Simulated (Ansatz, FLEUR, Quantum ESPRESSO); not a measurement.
# PbS: programs and potentials compared

```xyz
2
Lattice="0.0000 2.9657 2.9657 2.9657 0.0000 2.9657 2.9657 2.9657 0.0000" Properties=species:S:1:pos:R:3 pbc="T T T"
Pb    0.0000    0.0000    0.0000
S     2.9657    2.9657    2.9657
```

Alike in all runs: task equation of state; functional PBEsol; k mesh 8 × 8 × 8; occupations fermi-dirac, width 0.05 eV; no spin polarisation; no spin-orbit coupling.

```tsv
program and potentials	plane-wave cutoff (eV)	notes	equilibrium volume (Å³/atom)	bulk modulus (GPa)
Ansatz, Ansatz PAW	420	potentials made for PBE, which Ansatz adapts in part	25.70	59.2
Ansatz, PseudoDojo PBEsol	850	-	25.66	59.3
Quantum ESPRESSO, PseudoDojo 0.4.1 SR PBEsol standard	762	-	25.72	59.4
FLEUR, all-electron, FLAPW	-	-	25.72	59.1
```

The equilibrium volume spans 25.66 (Ansatz, PseudoDojo PBEsol) to 25.72 Å³/atom (Quantum ESPRESSO, PseudoDojo 0.4.1 SR PBEsol standard), with all-electron results at 25.72. The bulk modulus spans 59.1 (FLEUR, all-electron, FLAPW) to 59.4 GPa (Quantum ESPRESSO, PseudoDojo 0.4.1 SR PBEsol standard), with all-electron results at 59.1.

Differences between rows come from potentials, basis sets and numerical settings, since the functional is the same but for its coding. Runs on potential files found faulty are left out.
